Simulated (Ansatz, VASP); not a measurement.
## KCl: VASP beside Ansatz

Contents of INCAR:

```
ALGO = Normal ; EDIFF = 1E-6
ENCUT = 520 ; GGA = PE
ISIF = 2 ; ISMEAR = 0
LASPH = T ; LCHARG = T
LELF = T ; LREAL = F
LVHAR = T ; LWAVE = F
NBANDS = 24 ; NELM = 100
PREC = Accurate ; SIGMA = 0.01
```

KPOINTS

```
k-points
0
Gamma
  6 6 2
```

File POSCAR:

```
KCl
1.0
    4.3400788661      0.0000000000      0.0000000000
   -2.1700394331      3.7586185525      0.0000000000
    0.0000000000      0.0000000000      7.6359739997
K Cl
2 2
Direct
    0.0000000000      0.0000000000      0.0000000000
    0.0000000000      0.0000000000      0.5000000000
    0.3333333333      0.6666666667      0.2500000000
    0.6666666667      0.3333333333      0.7500000000
```

Input for Ansatz:

```yaml
crystal:
  lattice:
    - [4.3400788661, 0.0, 0.0]
    - [-2.1700394331, 3.7586185525, 0.0]
    - [0.0, 0.0, 7.6359739997]
  atoms:
    - { symbol: K, position: [0.0, 0.0, 0.0] }
    - { symbol: K, position: [0.0, 0.0, 0.5] }
    - { symbol: Cl, position: [0.3333333333, 0.6666666667, 0.25] }
    - { symbol: Cl, position: [0.6666666667, 0.3333333333, 0.75] }
kpoints:
  mp_grid: { grid: [6, 6, 2] }
hamiltonian:
  xc: pbe
scf:
  occupations: { method: fixed }
  n_extra_bands: 5
output:
  forces: true
  stress: true
  eigenvalues: true
```

The cell was built by a generator and needn't be a form met in nature.

Alike in both runs: task single point; functional PBE; k mesh 6 × 6 × 2; no spin polarisation.

```csv
,VASP,Ansatz
version,VASP 6.6.1,Ansatz 0.2.0
potentials or method,"VASP PAW PBE potentials, release 64 (K_sv, Cl)","plane waves, PAW"
plane-wave cutoff (eV),520,420
occupations,"gaussian, width 0.01 eV",fixed
valence electrons in the cell,32,32
```

|  | VASP | Ansatz | Ansatz less VASP |
| --- | --- | --- | --- |
| gap on the k mesh at the Fermi level (eV) | 5.12 | 5.13 | +0.002 |
| pressure (GPa) | 0.8 | 0.8 | -0.02 |

A hybrid or GW would open this gap; PBE tends to underestimate it.
